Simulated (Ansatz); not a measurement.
What strain does to CaO (rocksalt)

CaO in the rocksalt structure, relaxed with r2SCAN in Ansatz 0.2.0. Space group Fm-3m (No. 225), cubic; conventional cell a = 4.795 Å, 13.78 Å³ an atom. Ca is surrounded by 6 O at 2.40 Å; O is surrounded by 6 Ca at 2.40 Å.

The axes x, y and z are those of this cell:
```xyz
2
Lattice="0.0000 2.3976 2.3976 2.3976 0.0000 2.3976 2.3976 2.3976 0.0000" Properties=species:S:1:pos:R:3 pbc="T T T"
Ca    0.0000    0.0000    0.0000
O     2.3976    2.3976    2.3976
```

Unstrained: The PBE gap is indirect, 3.653 eV (Γ to X), below the direct gap of 4.025 eV at X. With r2SCAN the valence top lies at Γ and the conduction bottom at X, 4.199 eV higher; the smallest vertical gap, at X, is 4.574 eV. HSE06 gives an indirect gap of 5.312 eV, from Γ to X; the least direct gap is 5.733 eV at X. Meshes: PBE 10×10×10, r2SCAN 10×10×10, HSE06 6×6×6. Strains are changes of length per length. After each strain the atoms were relaxed again with r2SCAN within the symmetry that the strain leaves, so tilts or polar shifts that break it weren't tested; points keep the names that they have in the unstrained zone. The values are computed, spin-unpolarised, and not measurements.

Changes of the least gap in eV (an overlap counts as a negative gap):

| strain | volume change (%) | space group | PBE | r2SCAN | HSE06 | energy rise, r2SCAN (meV/atom) |
| --- | --- | --- | --- | --- | --- | --- |
| isotropic -4.0 % on every length | -11.5 | Fm-3m | -0.074 | -0.069 | -0.049 | 82.8 |
| isotropic -3.0 % on every length | -8.7 | Fm-3m | -0.047 | -0.044 | -0.028 | 44.9 |
| isotropic -2.0 % on every length | -5.9 | Fm-3m | -0.026 | -0.024 | -0.013 | 19.3 |
| isotropic -1.0 % on every length | -3.0 | Fm-3m | -0.010 | -0.009 | -0.004 | 4.6 |
| isotropic +1.0 % on every length | +3.0 | Fm-3m | +0.006 | +0.005 | -0.001 | 4.4 |
| isotropic +2.0 % on every length | +6.1 | Fm-3m | +0.007 | +0.005 | -0.007 | 17.0 |
| isotropic +3.0 % on every length | +9.3 | Fm-3m | +0.006 | +0.001 | -0.016 | 37.0 |
| isotropic +4.0 % on every length | +12.5 | Fm-3m | 0.000 | -0.006 | -0.030 | 63.7 |

Isotropic -4.0 % on every length. HSE06: the gap goes from 5.312 to 5.263 eV (-0.049 eV). Stress change with r2SCAN, compression positive: xx +18.67, yy +18.67, zz +18.67 GPa. For HSE06, dE_g/d ln V = 0.4 eV over this step.

Isotropic -3.0 % on every length. HSE06: the gap goes from 5.312 to 5.284 eV (-0.028 eV). Stress change with r2SCAN, compression positive: xx +13.02, yy +13.02, zz +13.02 GPa. For HSE06, dE_g/d ln V = 0.3 eV over this step.

Isotropic -2.0 % on every length. HSE06: the gap goes from 5.312 to 5.299 eV (-0.013 eV). Stress change with r2SCAN, compression positive: xx +8.08, yy +8.08, zz +8.08 GPa. For HSE06, dE_g/d ln V = 0.2 eV over this step.

Isotropic -1.0 % on every length. HSE06: the gap goes from 5.312 to 5.308 eV (-0.004 eV). Stress change with r2SCAN, compression positive: xx +3.76, yy +3.76, zz +3.76 GPa. For HSE06, dE_g/d ln V = 0.1 eV over this step.

Isotropic +1.0 % on every length. HSE06: the gap goes from 5.312 to 5.311 eV (-0.001 eV). Stress change with r2SCAN, compression positive: xx -3.27, yy -3.27, zz -3.27 GPa. For HSE06, dE_g/d ln V = 0.0 eV over this step.

Isotropic +2.0 % on every length. HSE06: the gap goes from 5.312 to 5.305 eV (-0.007 eV). Stress change with r2SCAN, compression positive: xx -6.10, yy -6.10, zz -6.10 GPa. For HSE06, dE_g/d ln V = -0.1 eV over this step.

Isotropic +3.0 % on every length. HSE06: the gap goes from 5.312 to 5.296 eV (-0.016 eV). Stress change with r2SCAN, compression positive: xx -8.55, yy -8.55, zz -8.55 GPa. For HSE06, dE_g/d ln V = -0.2 eV over this step.

Isotropic +4.0 % on every length. HSE06: the gap goes from 5.312 to 5.282 eV (-0.030 eV). Stress change with r2SCAN, compression positive: xx -10.65, yy -10.65, zz -10.65 GPa. For HSE06, dE_g/d ln V = -0.3 eV over this step.

The meshes of the hybrids are coarse, so their gaps aren't converged to the digits shown.
